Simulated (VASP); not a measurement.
# InAs (F-43m) in VASP: single point with PBE

Aim: the single point of InAs with PBE.

All numbers are computed with VASP 6.6.1; they aren't measurements. Logs are shortened: lines on timing, memory, paths and dates and some standing lists are left out, and cuts for length are marked.

**Measured values to compare with.**

A printed reference work, data compilation reports, for a bulk crystal of InAs at 4.2 K: band gap 0.418 eV (direct).

How close the calculation comes is told below.

### Step 1. The structure

Symmetry: F-43m, No. 216, cubic system. The conventional cell has a = 6.188 Å, b = 6.188 Å, c = 6.188 Å, α = 90.00°, β = 90.00°, γ = 90.00°. In (site symmetry -43m) has 4 As at 2.68 Å as nearest neighbours. As (site symmetry -43m) is surrounded by 4 In at 2.68 Å.

### Step 2. Single point, PBE

INCAR

```
SYSTEM = InAs
  ALGO = Fast
  EDIFF = 1E-7
  ENCUT = 450
  GGA = PE
  ICORELEVEL = 1
  ISIF = 2
  ISMEAR = 1
  LASPH = .TRUE.
  LCHARG = .FALSE.
  LREAL = Auto
  LWAVE = .FALSE.
  NBANDS = 46
  NELM = 80
  PREC = Normal
  SIGMA = 0.1
```

KPOINTS

```
k-points
0
G
  4 4 4
  0 0 0
```

POSCAR

```
InAs
1.0
    0.0000000000     -6.1882640000      0.0000000000
    0.0000000000      0.0000000000     -6.1882640000
    6.1882640000      0.0000000000      0.0000000000
In As
4 4
Direct
    0.5000000000      0.5000000000      0.0000000000
    0.0000000000      0.5000000000      0.5000000000
    0.5000000000      0.0000000000      0.5000000000
    0.0000000000      0.0000000000      0.0000000000
    0.2500000000      0.2500000000      0.2500000000
    0.7500000000      0.2500000000      0.7500000000
    0.2500000000      0.7500000000      0.7500000000
    0.7500000000      0.7500000000      0.2500000000
```

Potentials or basis: VASP PAW PBE potentials, release 64 (In_d, As).

Run with:

```console
cat potpaw_PBE.64/In_d/POTCAR potpaw_PBE.64/As/POTCAR > POTCAR
mpirun -np 1 vasp_std > vasp.out
```

OUTCAR:

```text
SYSTEM = InAs
   EDIFF = 1E-7
   ENCUT = 450
   GGA = PE
   ISIF = 2
   ISMEAR = 1
   LASPH = .TRUE.
   LREAL = Auto
   NELM = 80
   PREC = Normal

 ion  position               nearest neighbor table
   1  0.500  0.500  0.000-   5 2.68   6 2.68   7 2.68   8 2.68
   2  0.000  0.500  0.500-   5 2.68   6 2.68   7 2.68   8 2.68
   3  0.500  0.000  0.500-   5 2.68   6 2.68   7 2.68   8 2.68
   4  0.000  0.000  0.000-   5 2.68   6 2.68   7 2.68   8 2.68
   5  0.250  0.250  0.250-   1 2.68   2 2.68   3 2.68   4 2.68
   6  0.750  0.250  0.750-   1 2.68   2 2.68   3 2.68   4 2.68
   7  0.250  0.750  0.750-   1 2.68   2 2.68   3 2.68   4 2.68
   8  0.750  0.750  0.250-   1 2.68   2 2.68   3 2.68   4 2.68

  LATTYP: Found a simple cubic cell.
 ALAT       =     6.1882640000

  Lattice vectors:

 A1 = (   0.0000000000,  -6.1882640000,   0.0000000000)
 A2 = (   0.0000000000,   0.0000000000,  -6.1882640000)
 A3 = (   6.1882640000,   0.0000000000,   0.0000000000)

Analysis of symmetry for initial positions (statically):
=====================================================================
 Subroutine PRICEL returns following result:

  LATTYP: Found a face centered cubic cell.
 ALAT       =     6.1882640000

  Lattice vectors:

 A1 = (   0.0000000000,  -3.0941320000,   3.0941320000)
 A2 = (   3.0941320000,  -3.0941320000,   0.0000000000)
 A3 = (   3.0941320000,   0.0000000000,   3.0941320000)

   4 primitive cells build up your supercell.

 Routine SETGRP: Setting up the symmetry group for a
 simple cubic supercell.

 Subroutine GETGRP returns: Found 24 space group operations
 (whereof 24 operations were pure point group operations)
 out of a pool of 48 trial point group operations.

The static configuration has the point symmetry T_d .

Analysis of symmetry for dynamics (positions and initial velocities):
=====================================================================
 Subroutine PRICEL returns following result:

  LATTYP: Found a face centered cubic cell.
 ALAT       =     6.1882640000

  Lattice vectors:

 A1 = (   0.0000000000,  -3.0941320000,   3.0941320000)
 A2 = (   3.0941320000,  -3.0941320000,   0.0000000000)
 A3 = (   3.0941320000,   0.0000000000,   3.0941320000)

   4 primitive cells build up your supercell.

 Routine SETGRP: Setting up the symmetry group for a
 simple cubic supercell.

 Subroutine GETGRP returns: Found 24 space group operations
 (whereof 24 operations were pure point group operations)
 out of a pool of 48 trial point group operations.

The dynamic configuration has the point symmetry T_d .

 Subroutine INISYM returns: Found 24 space group operations
 (whereof 24 operations are pure point group operations),
 and found     4 'primitive' translations

----------------------------------------------------------------------------------------

                                     Primitive cell

  volume of cell :      59.2443

  direct lattice vectors                    reciprocal lattice vectors
     0.000000000 -3.094132000  3.094132000    -0.161596209 -0.161596209  0.161596209
     3.094132000 -3.094132000  0.000000000     0.161596209 -0.161596209 -0.161596209
     3.094132000  0.000000000  3.094132000     0.161596209  0.161596209  0.161596209

  length of vectors
     4.375763438  4.375763438  4.375763438     0.279892844  0.279892844  0.279892844

  position of ions in fractional coordinates (direct lattice)
     0.000000000  1.000000000  0.000000000
     0.750000000  0.750000000  0.750000000

  ion indices of the primitive-cell ions
   primitive index   ion index
                 1           1
                 2           5

----------------------------------------------------------------------------------------

 KPOINTS: k-points

Automatic generation of k-mesh.
 Grid dimensions read from file:
 generate k-points for:    4    4    4

 Generating k-lattice:

  Cartesian coordinates                     Fractional coordinates (reciprocal lattice)
     0.000000000 -0.040399052  0.000000000     0.250000000  0.000000000  0.000000000
     0.000000000  0.000000000 -0.040399052     0.000000000  0.250000000  0.000000000
     0.040399052  0.000000000  0.000000000     0.000000000  0.000000000  0.250000000

  Length of vectors
     0.040399052  0.040399052  0.040399052

  Shift w.r.t. Gamma in fractional coordinates (k-lattice)
     0.000000000  0.000000000  0.000000000

 Subroutine IBZKPT returns following result:
 ===========================================

 Found     10 irreducible k-points:

 Following reciprocal coordinates:
            Coordinates               Weight
  0.000000  0.000000  0.000000      1.000000
  0.250000  0.000000  0.000000      6.000000
  0.500000  0.000000  0.000000      3.000000
  0.250000  0.250000  0.000000     12.000000
  0.500000  0.250000  0.000000     12.000000
  0.500000  0.500000  0.000000      3.000000
  0.250000  0.250000  0.250000      8.000000
  0.500000  0.250000  0.250000     12.000000
  0.500000  0.500000  0.250000      6.000000
  0.500000  0.500000  0.500000      1.000000
   k-points           NKPTS =     10   k-points in BZ     NKDIM =     10   number of bands    NBANDS=     46
   number of dos      NEDOS =    301   number of ions     NIONS =      8
   total plane-waves  NPLWV =  32768
   dimension x,y,z NGX =    32 NGY =   32 NGZ =   32
   dimension x,y,z NGXF=    64 NGYF=   64 NGZF=   64
   ions per type =               4   4
   NGX,Y,Z   is equivalent  to a cutoff of   8.60,  8.60,  8.60 a.u.
   NGXF,Y,Z  is equivalent  to a cutoff of  17.19, 17.19, 17.19 a.u.
 SYSTEM =  InAs
   PREC   = normal    normal or accurate (medium, high low for compatibility)
   ISTART =      0    job   : 0-new  1-cont  2-samecut
   ICHARG =      2    charge: 1-file 2-atom 10-const
   ISPIN  =      1    spin polarized calculation?
   LNONCOLLINEAR =      F non collinear calculations
   LSORBIT =      F    spin-orbit coupling
   LASPH  =      T    aspherical Exc in radial PAW
   ENCUT  =  450.0 eV  33.07 Ry    5.75 a.u.  10.70 10.70 10.70*2*pi/ulx,y,z
   NELM   =     80;   NELMIN=  2; NELMDL= -5     # of ELM steps
   EDIFF  = 0.1E-06   stopping-criterion for ELM
   LREAL  =      T    real-space projection
   EDIFFG = 0.1E-05   stopping-criterion for IOM
   NSW    =      0    number of steps for IOM
   IBRION =     -1    ionic relax: 0-MD 1-quasi-New 2-CG
   NFREE  =      0    steps in history (QN), initial steepest desc. (CG)
   ISIF   =      2    stress and relaxation
   ISYM   =      2    0-nonsym 1-usesym 2-fastsym
   POTIM  = 0.5000    time-step for ionic-motion
   TEBEG  =    0.0;   TEEND  =   0.0 temperature during run
   PSTRESS=    0.0 pullay stress
   NELECT =      72.0000    total number of electrons
   NUPDOWN=      -1.0000    fix difference up-down
   EMIN   =  10.00;   EMAX   =-10.00  energy-range for DOS
   EFERMI =   0.00;   METHOD = LEGACY
   ISMEAR =     1;   SIGMA  =   0.10  broadening in eV -4-tet -1-fermi 0-gaus
   EFERMI_NEDOS =   21; number of points for ismear=-14 and -15
   IALGO  =     68    algorithm
   IMIX   =      4    mixing-type and parameters
     AMIX     =   0.40;   BMIX     =  1.00
     AMIX_MAG =   1.60;   BMIX_MAG =  1.00
  volume/ion in A,a.u.               =      29.62       199.90
  Fermi-wavevector in a.u.,A,eV,Ry     =   1.100568  2.079772 16.480052  1.211250
  Thomas-Fermi vector in A             =   2.236981
   LORBIT       =      0    0 simple, 1 ext, 2 COOP (PROOUT), +10 PAW based schemes
   GGA     = PE    functional components
   LHFCALC =     F    Hartree Fock is set to
   AEXX    =    0.0000 exact exchange contribution
   IVDW    =     0    specifies the selected vdW correction
   LEPSILON=     F    determine dielectric tensor
   LRPA    =     F    only Hartree local field effects (RPA)
 non-spin polarized calculation
 RMM-DIIS sequential band-by-band and
 Methfessel and Paxton  Order N= 1 SIGMA  =   0.10
  energy-cutoff  :      450.00
  volume of cell :      236.98
 maximum number of plane-waves:      5216
   NGX = 21   NGY = 21   NGZ = 21

 number of electron      72.0000229 magnetization

 Free energy of the ion-electron system (eV)
  ---------------------------------------------------
  ext. energy  EPLUGINS =         0.00000000
  ---------------------------------------------------
  free energy    TOTEN  =       -30.86471692 eV

  energy without entropy =      -30.86372197  energy(sigma->0) =      -30.86438527

 the core state eigenenergies are
   1-  1s -27739.5114  2s  -4146.0257  2p  -3720.0067  3s   -779.9827  3p   -640.5371
       3d   -424.2052  4s   -111.3134  4p    -69.7923
   2-  1s -27739.5114  2s  -4146.0257  2p  -3720.0067  3s   -779.9827  3p   -640.5371
       3d   -424.2052  4s   -111.3134  4p    -69.7923
   3-  1s -27739.5114  2s  -4146.0257  2p  -3720.0067  3s   -779.9827  3p   -640.5371
       3d   -424.2052  4s   -111.3134  4p    -69.7923
   4-  1s -27739.5114  2s  -4146.0257  2p  -3720.0067  3s   -779.9827  3p   -640.5371
       3d   -424.2052  4s   -111.3134  4p    -69.7923
   5-  1s -11708.0695  2s  -1476.6270  2p  -1293.4574  3s   -180.5327  3p   -123.9097
       3d    -30.9258
   6-  1s -11708.0695  2s  -1476.6270  2p  -1293.4574  3s   -180.5327  3p   -123.9097
       3d    -30.9258
   7-  1s -11708.0695  2s  -1476.6270  2p  -1293.4574  3s   -180.5327  3p   -123.9097
       3d    -30.9258
   8-  1s -11708.0695  2s  -1476.6270  2p  -1293.4574  3s   -180.5327  3p   -123.9097
       3d    -30.9258

 E-fermi :   3.8538     XC(G=0):  -8.7919

 val. band max:        3.8345906951   @ k =   0.0000   0.0000   0.0000
 cond. band min:       4.6440469337   @ k =   0.5000   0.5000   0.5000
 fundamental gap:      0.8094562386
 Fermi energy:         3.8537694802

 k-point     1 :       0.0000    0.0000    0.0000
  band No.  band energies     occupation
      1     -10.5734      2.00000
      2     -10.5734      2.00000
      3     -10.5734      2.00000
      4     -10.4321      2.00000
      5     -10.4321      2.00000
      6     -10.4321      2.00000
[... 38 lines left out ...]
     45       7.7063      0.00000
     46       7.7063      0.00000
[... 400 lines left out ...]
      6     -10.4074      2.00000
[... 38 lines left out ...]
     45       8.4660      0.00000
     46       8.4660      0.00000

------------------------ aborting loop because EDIFF is reached ----------------------------------------

  FORCE on cell =-STRESS in cart. coord.  units (eV):
  Direction    XX          YY          ZZ          XY          YZ          ZX
  --------------------------------------------------------------------------------------
  -------------------------------------------------------------------------------------
  Total        0.3122551      0.3122551      0.3122551     -0.0000000      0.0000000     -0.0000000
  in kB        2.1111234      2.1111234      2.1111234     -0.0000000      0.0000000     -0.0000000
  external PRESSURE =       2.1111234 kB  Pullay stress =       0.0000000 kB

 VOLUME and BASIS-vectors are now :
 -----------------------------------------------------------------------------
  energy-cutoff  :      450.00
  volume of cell :      236.98
      direct lattice vectors                 reciprocal lattice vectors
     0.000000000 -6.188264000  0.000000000     0.000000000 -0.161596209  0.000000000
     0.000000000  0.000000000 -6.188264000     0.000000000  0.000000000 -0.161596209
     6.188264000  0.000000000  0.000000000     0.161596209  0.000000000  0.000000000

 POSITION                                       TOTAL-FORCE (eV/Angst)
 -----------------------------------------------------------------------------------
      0.00000     -3.09413     -3.09413        -0.000000      0.000000      0.000000
      3.09413      0.00000     -3.09413        -0.000000      0.000000      0.000000
      3.09413     -3.09413      0.00000         0.000000      0.000000     -0.000000
      0.00000      0.00000      0.00000        -0.000000      0.000000     -0.000000
      1.54707     -1.54707     -1.54707         0.000000     -0.000000      0.000000
      4.64120     -4.64120     -1.54707         0.000000     -0.000000     -0.000000
      4.64120     -1.54707     -4.64120         0.000000     -0.000000     -0.000000
      1.54707     -4.64120     -4.64120         0.000000     -0.000000      0.000000
 -----------------------------------------------------------------------------------
    total drift:                               -0.000000     -0.000000      0.000000

  FREE ENERGIE OF THE ION-ELECTRON SYSTEM (eV)
  ---------------------------------------------------
  free  energy   TOTEN  =       -30.8647169184 eV

  energy  without entropy=      -30.8637219745  energy(sigma->0) =      -30.86438527
```

It took 45 s on 1 thread of AMD EPYC 7R13 (Zen 3), shared host; peak memory 0.18 GiB.

What came out:

| Item | Value |
| --- | --- |
| Free energy | -30.8647 eV |
| Pressure | 0.2 GPa |
| Band gap on the k mesh | none (metal or under the smearing width) |

Core levels (eV, on the scale of the bands):
| atom | levels |
| --- | --- |
| 1 In | 1s -27739.5, 2s -4146.0, 2p -3720.0, 3s -780.0, 3p -640.5, 3d -424.2, 4s -111.3, 4p -69.8 |
| 2 In | 1s -27739.5, 2s -4146.0, 2p -3720.0, 3s -780.0, 3p -640.5, 3d -424.2, 4s -111.3, 4p -69.8 |
| 3 In | 1s -27739.5, 2s -4146.0, 2p -3720.0, 3s -780.0, 3p -640.5, 3d -424.2, 4s -111.3, 4p -69.8 |
| 4 In | 1s -27739.5, 2s -4146.0, 2p -3720.0, 3s -780.0, 3p -640.5, 3d -424.2, 4s -111.3, 4p -69.8 |
| 5 As | 1s -11708.1, 2s -1476.6, 2p -1293.5, 3s -180.5, 3p -123.9, 3d -30.9 |
| 6 As | 1s -11708.1, 2s -1476.6, 2p -1293.5, 3s -180.5, 3p -123.9, 3d -30.9 |

Caveat: this crystal is a semiconductor, whose small gap the functional closes, so the metal is an error of the method.

### Step 3. Against experiment

Step 2. A measured gap of InAs is 0.418 eV (direct; 4.2 K; a printed reference work, data compilation); the calculated 0.00 eV misses it by -0.42 eV. Spin-orbit coupling on As, In is left out. The value is that of PBE on a finite k mesh, which can miss the band edges, without temperature or zero-point motion. Semilocal functionals fall short of measured gaps as a rule.
